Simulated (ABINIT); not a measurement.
Set up this calculation in ABINIT 10.8.3 (patched build), as the native input.

```yaml
Task: single point
Functional: PBE
Potentials_or_basis: JTH PAW PBE v2.0
Cutoff: 626 eV
k_mesh: 7 × 7 × 7
Occupations: fermi-dirac, width 0.05 eV
Spin: no spin polarisation
Fine-grid_cutoff: 1224.51 eV
```

BaTiO3 (Barioperovskite):

```
Ba Ti O
1.0
     3.98550    0.00000    0.00000
     0.00000    2.83690    2.84515
     0.00000   -2.83690    2.84515
Ba Ti O
1 1 3
Direct
  0.00000 0.00000 0.00000
  0.50000 0.51240 0.51240
  0.50000 0.99184 0.50524
  0.50000 0.50524 0.99184
  0.00000 0.48740 0.48740
```

One way to write it, as run:

run.abi

```
# Pseudopotentials
pp_dirpath "./"
pseudos "Ba.GGA_PBE-JTH.xml, Ti.GGA_PBE-JTH.xml, O.GGA_PBE-JTH.xml"

# Structure
acell 3.9855 4.0178203211 4.0178203211 Angstrom
rprim
     1.0000000000     0.0000000000     0.0000000000
     0.0000000000     0.7060793598     0.7081327119
     0.0000000000    -0.7060793598     0.7081327119
ntypat 3
znucl 56 22 8
natom 5
typat 1 2 3 3 3
xcart
     0.0000000000     0.0000000000     0.0000000000
     3.7657517348     0.0000000000     5.5098928297
     3.7657517348     2.6086451033     8.0491318867
     3.7657517348    -2.6086451033     8.0491318867
     0.0000000000     0.0000000000     5.2410651155
chkprim 0
chksymtnons 0
tolsym 1.0e-6

# Plane-wave basis
ecut 23.0
pawecutdg 45.0
pawxcdev 0

# k points
kptopt 1
ngkpt 7 7 7
nshiftk 1
shiftk 0.0 0.0 0.0

# Exchange and correlation
ixc 11

# Bands and occupations
nband 24
occopt 3
tsmear 0.00183747

# SCF cycle
nstep 100
tolvrs 1.0e-9

# Output
iomode 3
prtwf 0
prtden 0
prteig 0
prtebands 0
enunit 1
```

Potentials or basis: JTH PAW PBE v2.0.

Command:

```sh
$ abinit run.abi > log 2>&1
```

It gave:

The pressure is 3.5 GPa, the largest force is 0.265 eV/Å and the band gap on the k mesh is 1.94 eV, indirect (least direct gap 2.07 eV).

Caveat: this set's barium file shifts pressures by 1.5 GPa and gaps by 0.1 eV against other sets; spin-orbit coupling is left out, which moves the levels of the heavy elements; an odd mesh through Γ misses points on the zone boundary, where band edges often lie; the atomic spheres overlap.

It took 2.3 min on 1 thread of Arm Neoverse V2 (shared host), peak memory 0.21 GiB.
